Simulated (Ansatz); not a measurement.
# ZrN: the cost of one run

Computed with Ansatz 0.2.0 through its Python package. The levels of theory stand in the script.

The COD entry's cell or inner coordinates are ideal or old and differ from later refinements, so a difference from it is no clean test against experiment.

## (1) The system

The structure is cubic, space group Fm-3m (No. 225). The conventional cell has a = 4.600 Å, b = 4.600 Å, c = 4.600 Å, α = 90.00°, β = 90.00°, γ = 90.00°. Around Zr (site symmetry m-3m) lie 6 N at 2.30 Å. Around N (site symmetry m-3m) lie 6 Zr at 2.30 Å.

No structure file is read: the coordinates are typed or built in the script.

## (2) The script

File paw_lapw_zrn.py:

```python
# -*- coding: utf-8 -*-
"""Checking the PAW result for ZrN with LAPW."""

import ansatz as az
import numpy as np


def count_gap(report):
    # lowest empty less highest filled band, counting bands; zero where they overlap
    return max(report.get("gap_by_band_count_ev") or 0.0, 0.0)

crystal = (
    az.Lattice.of((0.0, 2.3, 2.3), (2.3, 0.0, 2.3), (2.3, 2.3, 0.0))
    .atom("Zr", (0.5, 0.5, 0.5))
    .atom("N", (0.0, 0.0, 0.0))
)

setup = (
    crystal.calculation()
    .functional("pbesol")
    .kpoints(11, 11, 11)
    .occupations(az.OccupationsMethod.FERMI_DIRAC, width=0.15)
    .stress()
    .forces()
    .band_table()
)
variants = {
    "PAW": setup.pseudopotentials("paw"),
    "LAPW": setup.pseudopotentials("all_electron", lapw=True),
}
# totals differ by the cores that each treatment holds, so compare what does not depend on them
rows = []
for label, variant in variants.items():
    summary = variant.run(threads=1, pin="off").report
    levels = np.array(summary["eigenvalues_ev"][0]) - summary["fermi_energy_ev"]
    print(label, "levels at the first k-point near E_F:", np.round(levels[np.abs(levels) < 5], 3))
    rows.append((label, summary["n_electrons"], np.trace(summary["stress_gpa"]) / 3, count_gap(summary)))
print("     treatment  electrons in bands           P GPa  gap by band count eV")
for row in rows:
    print(f"{str(row[0]):>14s}  {row[1]:18.1f}  {row[2]:14.3f}  {row[3]:20.3f}")
```

## (3) What the engine is handed

The engine receives this input (first run):

```yaml
crystal:
  lattice:
    - [0.0, 2.3, 2.3]
    - [2.3, 0.0, 2.3]
    - [2.3, 2.3, 0.0]
  atoms:
    - { symbol: Zr, position: [0.5, 0.5, 0.5] }
    - { symbol: "N", position: [0.0, 0.0, 0.0] }
kpoints:
  mp_grid:
    grid: [11, 11, 11]
hamiltonian:
  xc: pbesol
  pseudopotentials:
    kind: paw
scf:
  occupations:
    method: fermi_dirac
    width: 0.15
output:
  forces: true
  stress: true
  eigenvalues: true
```

## (4) The run

Command:

```bash
$ python paw_lapw_zrn.py
```

What time and memory should one allow on 1 thread of Arm Neoverse V2, shared host?

About 13 s, with a peak of 0.49 GiB.
